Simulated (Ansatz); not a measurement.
## Si (dhcp): energy against volume

Method: DFT, PBEsol, plane waves (420 eV) with PAW, scalar-relativistic in Ansatz 0.2.0. (PAW data from PBE, frozen cores regenerated.)

The cell is scaled uniformly from the relaxed one, with fractional coordinates and shape fixed. Energies are extrapolated to zero smearing, pressures are those at the given smearing. Magnetic state: spin not included.

A Birch-Murnaghan fit gives V₀ = 14.01 Å³/atom, B₀ = 94 GPa, B₀′ = 4.2.

Question: What are the energy above the minimum and the pressure at 14.599 Å³/atom?

Answer: 6.7 meV/atom and -3.45 GPa as computed.

Question: What are the energy above the minimum and the pressure at 15.160 Å³/atom?

Answer: 24.0 meV/atom and -6.19 GPa as computed.

Question: What are the energy above the minimum and the pressure at 15.722 Å³/atom?

Answer: 50.0 meV/atom and -8.38 GPa as computed.
